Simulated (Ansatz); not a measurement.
# AlN (F-43m) in Ansatz: a series of runs

The runs below take AlN through relaxation of cell and atoms, single point, with PBE+D4, BLYP+D3(BJ), BLYP+D4, PBE.

Everything below comes from runs of Ansatz 0.2.0. Logs are shortened: lines on timing, memory, paths and dates and some standing lists are left out, and cuts for length are marked.

## (1) The crystal as given

The structure is cubic, space group F-43m (No. 216). The conventional cell has a = 4.368 Å, b = 4.368 Å, c = 4.368 Å, α = 90.00°, β = 90.00°, γ = 90.00°. Al (site symmetry -43m) has 4 N at 1.89 Å as nearest neighbours. Around N (site symmetry -43m) lie 4 Al at 1.89 Å.

Measurements of this composition are mostly on another form, of space group No. 186.

## (2) Relaxation of cell and atoms, PBE+D4

File input.yaml:

```yaml
crystal:
  lattice:
    - [0.0, 2.1839935596, 2.1839935596]
    - [2.1839935596, 0.0, 2.1839935596]
    - [2.1839935596, 2.1839935596, 0.0]
  atoms:
    - { symbol: Al, position: [0.0, 0.0, 0.0] }
    - { symbol: "N", position: [0.25, 0.25, 0.25] }
hamiltonian:
  xc: pbe
  pseudopotentials: { kind: paw }
  dispersion: d4
kpoints:
  mp_grid: { grid: [10, 10, 10] }
scf:
  occupations: { method: fermi_dirac, width: 0.05 }
output:
  forces: true
  stress: true
relax:
  f_tol: 0.01
  max_steps: 40
  cell: { stress_tol: 0.05 }
```

Potentials or basis: Ansatz PAW.

Command:

```
> ansatz run input.yaml --threads 2 --pin off --max-ram 5632MiB --backend cpu --events-out ev --progress --plain --runs-dir out
```

What it wrote:

```text
Warning: RAYON_NUM_THREADS=2 ignored (pool sized by the plan → 2); use --threads N
Engine: ansatz 0.2.0, x86_64-unknown-linux-gnu
Pseudopotentials: kind: paw
Pseudopotential: Al, paw, valence charge 3, recommended cutoff 420 eV (normal), Al.paw.azcp
Pseudopotential: N, paw, valence charge 5, recommended cutoff 420 eV (normal), N.paw.azcp
Functional definition: PBE
  parameter kappa = 0.804
  parameter beta = 0.06672455060314922
  exchange = pbe_x(kappa = kappa, mu = beta*pi^2/3)
  correlation = pbe_c(beta = beta)
Crystal: 2 atoms, lattice volume = 20.835 Å³
Basis set: ecut = 420 eV, 411 PW (Γ), exchange–correlation on 48×48×48 points (8 copies of the dense FFT grid, shifted against one another)
Bands: 8, of which v1, the nominal top of the filled ones, is band 4 counted from 1 (3 counted from 0)
Symmetry: 24 space group operations
Space group: F-43m (ITA 216), of the structure as read, at distance tolerance 2.8e-5 Å
k-points: 47 of 1000 (time reversal used)
Non-local potential: Al, projectors of the file, l = 0: 2, l = 1: 2, l = 2: 1
Non-local potential: N, projectors of the file, l = 0: 2, l = 1: 2, l = 2: 1
PAW form: soft (Blöchl's): semilocal exchange-correlation on the pseudo side does not see the compensation charge
PAW one-centre angular grid: Al, 110 points (default); XC on 64 Gauss nodes
PAW one-centre angular grid: N, 110 points (default); XC on 64 Gauss nodes
Initial density: superposition of atomic densities (neutral atoms: chi_scale 0, normalization atom), corrected by the library's trained network
Initial wavefunctions: pseudopotential atomic-orbital guess
Functional: x = pbe(κ = 0.804, μ = 0.2195149727645171), c = pbe(β = 0.06672455060314922)
SCF iter   1: F=—  HF=-924.819080 eV  |F-HF|=—  |Δ(HF+E_count)|=         —  Δρ=7.22e-4  dr2=3.39e-5  ethr=1.77e-3  ⟨swp⟩=4.6  Hψ=2731  notcnv=0
preconditioner: auto → none  [insulator: Δε(μ)=3.327 eV  Ē_g=15.405 eV  σ=0.050 eV  W_gap=1.00  n_scr=0 (ndim 8)  ℏωp=23.0 eV  f_vac=0.000  D(μ)=0.00/eV (n_scr^D=0)  ε∞_Penn≈3.2]
SCF iter   2: F=—  HF=-924.819234 eV  |F-HF|=—  |Δ(HF+E_count)|=   1.54e-4  Δρ=3.46e-4  dr2=8.18e-6  ethr=4.24e-7  ⟨swp⟩=2.5  Hψ=940  notcnv=0
SCF iter   3: F=—  HF=-924.819269 eV  |F-HF|=—  |Δ(HF+E_count)|=   3.54e-5  Δρ=1.78e-4  dr2=4.50e-6  ethr=1.02e-7  ⟨swp⟩=2.0  Hψ=564  notcnv=0
iter 4 did not close the SCF: its close was put off for the readings that it lacked (scf_convergence_deferred on its scf_iter line)
SCF iter   4: F=-924.819270 eV  HF=-924.819270 eV  |F-HF|=1.18e-7  |Δ(HF+E_count)|=   8.03e-7  Δρ=2.27e-5  dr2=3.34e-8  ethr=5.63e-8  ⟨swp⟩=2.6  Hψ=550  notcnv=0
iter 5 did not close the SCF: its close was put off for the readings that it lacked (scf_convergence_deferred on its scf_iter line)
SCF iter   5: F=-924.819270 eV  HF=-924.819270 eV  |F-HF|=2.08e-9  |Δ(HF+E_count)|=   1.25e-7  Δρ=3.62e-6  dr2=7.66e-10  ethr=4.17e-10  ⟨swp⟩=2.0  Hψ=541  notcnv=0
SCF iter   6: F=-924.819270 eV  HF=-924.819270 eV  |F-HF|=3.07e-12  |Δ(HF+E_count)|=   2.31e-9  Δρ=1.96e-7  dr2=3.71e-12  ethr=9.57e-12  ⟨swp⟩=1.0  Hψ=1124  notcnv=0
SCF 1 converged in 6 iterations: F = -924.819270 eV  dr2 = 3.71e-12
[... 17 lines left out ...]
SCF iter   3: F=—  HF=-924.819225 eV  |F-HF|=—  |Δ(HF+E_count)|=   9.35e-8  Δρ=1.12e-5  dr2=1.94e-8  ethr=3.71e-9  ⟨swp⟩=2.5  Hψ=533  notcnv=0
SCF iter   4: F=-924.819225 eV  HF=-924.819225 eV  |F-HF|=1.31e-10  |Δ(HF+E_count)|=   4.30e-9  Δρ=1.51e-6  dr2=2.56e-10  ethr=2.34e-10  ⟨swp⟩=4.0  Hψ=1047  notcnv=0
SCF 3 converged in 4 iterations: F = -924.819225 eV  dr2 = 2.56e-10
relax step   3: F+E_penalty+E_count = -924.81922466 eV  Δ(F+E_penalty+E_count) = +2.520e-5 eV  max|allowed force component| = 9.714e-17 eV/Å  Δτ_max = 0.0000 Å  P = -0.001 GPa  Ω = 20.852 Å³  energy of the carried Pulay correction = -5.515e-5 eV  (4 SCF iters, dr2 threshold 1.87e-8 eV, accepted)
Initial wavefunctions: pseudopotential atomic-orbital guess (no wavefunctions were taken with the density)
iter 1 solved again at ethr=5.42e-8 eV; its pass at ethr=3.10e-3 eV (dr2=4.33e-6 eV) is discarded
SCF iter   1: F=—  HF=-924.819204 eV  |F-HF|=—  |Δ(HF+E_count)|=         —  Δρ=4.56e-6  dr2=1.64e-9  ethr=5.42e-8  ⟨swp⟩=3.0  Hψ=3794  notcnv=0
preconditioner: auto → none  [insulator: Δε(μ)=3.325 eV  Ē_g=15.396 eV  σ=0.050 eV  W_gap=1.00  n_scr=0 (ndim 8)  ℏωp=23.0 eV  f_vac=0.000  D(μ)=0.00/eV (n_scr^D=0)  ε∞_Penn≈3.2]
SCF iter   2: F=—  HF=-924.819249 eV  |F-HF|=—  |Δ(HF+E_count)|=   4.46e-5  Δρ=1.89e-6  dr2=3.18e-10  ethr=2.05e-11  ⟨swp⟩=3.0  Hψ=694  notcnv=0
SCF iter   3: F=—  HF=-924.819249 eV  |F-HF|=—  |Δ(HF+E_count)|=  1.09e-10  Δρ=1.09e-6  dr2=6.38e-11  ethr=3.97e-12  ⟨swp⟩=2.0  Hψ=512  notcnv=0
SCF iter   4: F=—  HF=-924.819249 eV  |F-HF|=—  |Δ(HF+E_count)|=  1.03e-10  Δρ=3.96e-7  dr2=2.42e-11  ethr=1.00e-12  ⟨swp⟩=5.0  Hψ=1299  notcnv=0
SCF iter   5: F=-924.819249 eV  HF=-924.819249 eV  |F-HF|=1.14e-13  |Δ(HF+E_count)|=  1.82e-12  Δρ=3.73e-8  dr2=1.91e-13  ethr=1.00e-12  ⟨swp⟩=5.0  Hψ=1248  notcnv=0
SCF 4 converged in 5 iterations: F = -924.819249 eV  dr2 = 1.91e-13
relax step   4: F+E_penalty+E_count = -924.81924863 eV  Δ(F+E_penalty+E_count) = -2.396e-5 eV  max|allowed force component| = 1.203e-16 eV/Å  Δτ_max = 0.0000 Å  P = +0.004 GPa  Ω = 20.852 Å³  stress off target by 3.51e-3 GPa  SCF on the basis re-selected at this cell (its energy is not comparable with the rows above)  (5 SCF iters)
basis re-selected at this cell: Δ(F+E_penalty+E_count) = -2.396e-5 eV, ΔP = +0.005 GPa vs the last step (what re-selecting the basis moved, of the pressure what is left beyond the Pulay correction that the steps carried, after the strain that the cell walked since its last selection, with what the two solves' SCF thresholds leave and, on support functions, any second-order correction that the steps lacked; it is no measure of the basis error at this ecutwfc). This SCF's stress stands 3.51e-3 GPa from its target on what of the cell is left free (relax.cell.stress_tol is 5.00e-2 GPa) and its largest allowed force component is 1.20e-16 eV/Å (relax.f_tol is 1.00e-2 eV/Å): within both
SCF converged after 5 iterations
Free energy (F): -924.819249 eV
Harris-Foulkes:  -924.819249 eV  (|F-HF|=1.14e-13)
Internal energy: -924.819249 eV  (E = F + TS)
E sigma→0 (E₀):  -924.819249 eV
Fermi energy:    8.672589 eV
--- Per-component energies (eV) ---
  E_band       = 15.329293
  E_kinetic    = 159.472272
  E_local      = -222.869613  (includes V_loc(G=0)·N_el)
  E_nonlocal   = 55.515461
  E_hartree    = 77.234200
  E_xc         = -101.842026
  E_vxc        = -107.965508  (∫ρ·V_xc dr)
  E_paw        = -595.194031  (= ΣΔE_a)
  E_vpaw       = -23.291815  (= ΣTr[D̂ρ^β])
  E_aug_tail   = 0.000098  (compensation charges beyond the density's cutoff)
  E_ewald      = -296.520333
  E_disp       = -0.615276  (pairwise vdW)
  E_smearing   = -0.000000  (= −TS)
  E_closure    = 0.000000  (closes the sum)
  Σ components = -924.819249   (vs F -924.819249, Δ=0.00e0)
--- Forces (eV/Å), atoms counted from 1 ---
  atom   1  Al     0.00000000    -0.00000000    -0.00000000
  atom   2  N     -0.00000000     0.00000000     0.00000000
  max |Σ_I F_I| component: 9.25e-17 eV/Å
--- Stress (GPa, compression-positive) ---
        0.003513      -0.000000       0.000000
       -0.000000       0.003513       0.000000
       -0.000000       0.000000       0.003513
  P = ⅓ Tr σ = 0.0035 GPa (0.035 kbar)
--- Relaxed structure (3 steps of the walk, 3 accepted, 1 SCFs on fresh bases) ---
  F+E_penalty+E_count = -924.81924863 eV   max|allowed force component| = 1.203e-16 eV/Å   (the final SCF, on the basis selected at the relaxed cell)
  cell:  # Å, volume = 20.8521 Å³
    - [6.512522379544677e-34, 2.1846065226494775, 2.1846065226494775]
    - [2.1846065226494775, 1.4728809782588818e-33, 2.1846065226494775]
    - [2.1846065226494775, 2.1846065226494775, 2.1591638989395065e-33]
  atoms:
    - { symbol: Al, position: [-2.893533088613151e-35, 5.557420694003035e-35, 1.7958276788059397e-34] }
    - { symbol: N, position: [0.25, 0.25, 0.25] }
```

Run time: 6.2 s. Hardware: 2 threads of Intel Xeon at 2.50GHz (Skylake/Cascade Lake), shared host; peak memory 0.31 GiB.

What came out:

| Property | Result |
| --- | --- |
| Free energy | -924.8192 eV |
| Relaxed volume | 10.43 Å³/atom |
| Relaxed cell | a = 3.090 Å, b = 3.090 Å, c = 3.090 Å, α = 60.00°, β = 60.00°, γ = 60.00° |
| Space group after relaxing (to 0.05 Å) | F-43m (No. 216) |
| Energy gained by relaxing | 0.0 meV/atom |
| Ionic steps | 4 |
| Pressure after relaxing | 0.0 GPa |
| Band gap on the k mesh | 3.33 eV |

Final structure:
```cif
data_structure
_symmetry_space_group_name_H-M 'P 1'
_symmetry_Int_Tables_number 1
_cell_length_a 3.0895
_cell_length_b 3.0895
_cell_length_c 3.0895
_cell_angle_alpha 60.000
_cell_angle_beta 60.000
_cell_angle_gamma 60.000
_cell_volume 20.85
loop_
_atom_site_label
_atom_site_type_symbol
_atom_site_fract_x
_atom_site_fract_y
_atom_site_fract_z
_atom_site_occupancy
Al1 Al 0.00000 0.00000 0.00000 1
N1 N 0.25000 0.25000 0.25000 1
```

Caveat: the plane-wave basis is chosen anew once the cell has moved, so the energies of steps on either side of that aren't comparable; the pressure holds a Pulay correction of +0.5 GPa for the finite cutoff. A k mesh can miss the band edges.

(Continued in part 2 of 2.)
